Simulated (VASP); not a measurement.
A run of VASP 6.6.1:

File INCAR:

```
SYSTEM = NaH13O7
PREC = Accurate ; ENCUT = 520
EDIFF = 1E-6 ; ISMEAR = -1
SIGMA = 0.05 ; LREAL = Auto
LASPH = .TRUE. ; NELM = 100
ALGO = Normal ; ISIF = 2
LWAVE = .FALSE. ; LCHARG = .TRUE.
GGA = PE ; IVDW = 12
LELF = .TRUE. ; LVHAR = .TRUE.
NBANDS = 47
```

The input KPOINTS:

```
regular mesh
0
G
  1 1 1
  0 0 0
```

File POSCAR:

```
NaH13O7
1.0
    6.6282230000      0.0000000000      0.0000000000
    0.0000000000      6.6282230000      0.0000000000
    0.0000000000      0.0000000000      6.6282230000
O H Na
7 13 1
Direct
    0.2832131629      0.4037432054      0.1147064605
    0.7947077218      0.5588526518      0.0658396677
    0.2103882142      1.0203338059      0.6124416755
    0.4509655152      0.7295469691     -0.1731233243
    0.4689341321      0.3677607105      0.6138145925
    0.7957487248      0.5686742887      0.4871441410
    0.6241642745      0.1620947274     -0.0934337906
    0.1648556483      0.3458242126      0.0483236608
    0.3957018344      0.3349766597      0.0385321978
    0.7969858588      0.5794313197      0.2130887871
    0.7176735001      0.4266301843      0.0394675918
    0.1873654522      0.9883644530      0.4794799451
    0.2854460389      1.1501121794      0.6009755556
    0.3521004046      0.8294078217     -0.2294280081
    0.3581201176      0.6629529513     -0.0752690427
    0.4361199073      0.4953967300      0.6782059083
    0.5469640958      0.2906057928      0.7266955261
    0.8971786254      0.4635480731      0.4939332910
    0.6717788463      0.4895882350      0.5387115068
    0.5200036269      0.0757065657     -0.0411120748
    0.7742346629      0.8493830096      0.8292720387
```

Potentials or basis: VASP PAW PBE potentials, release 64 (O, H, Na_pv).

The run is started by

```sh
$ cat potpaw_PBE.64/O/POTCAR potpaw_PBE.64/H/POTCAR potpaw_PBE.64/Na_pv/POTCAR > POTCAR
$ mpirun -np 1 vasp_gam > vasp.out
```

Hardware: 1 thread of AMD EPYC 9R45 (Zen 5), on a shared host.

Estimate the wall time of this run.

Wall time 22 s on 1 thread of AMD EPYC 9R45 (Zen 5), on a shared host, peak memory 0.28 GiB. Counts: scf iterations 16, k points 1.
